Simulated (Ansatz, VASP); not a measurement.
**Se: VASP beside Ansatz**

```
Se
1.0
     0.00000    3.08783    3.08783
     3.08783    0.00000    3.08783
     3.08783    3.08783    0.00000
Se
2
Direct
  0.12500 0.12500 0.12500
  0.87500 0.87500 0.87500
```

The cell was built by a generator and needn't be a form met in nature.

Alike in both runs: task relaxation of cell and atoms; functional RPBE; k mesh 9 × 9 × 9; occupations fermi-dirac, width 0.1 eV; no spin polarisation.

|  | VASP | Ansatz |
| --- | --- | --- |
| version | VASP 6.6.1 | Ansatz 0.2.0 |
| potentials or method | VASP PAW PBE potentials, release 64 (Se) | plane waves (420 eV) with PAW, scalar-relativistic |
| plane-wave cutoff (eV) | 600 | 420 |
| valence electrons in the cell | 12 | 32 |

|  | VASP | Ansatz | Ansatz less VASP |
| --- | --- | --- | --- |
| relaxed volume (Å³/atom) | 32.96 | 32.98 | +0.021 |
| relaxed cell length with the largest relative difference (Å) | 4.534 | 4.535 | +0.0010 |
| energy change over the relaxation (meV/atom) | -50 | -50 | 0.0 |

The two sets of potentials don't hold the same shells in valence.

Caveats: the PAW data sets were made with another functional, which shifts forces and pressure a little (VASP).
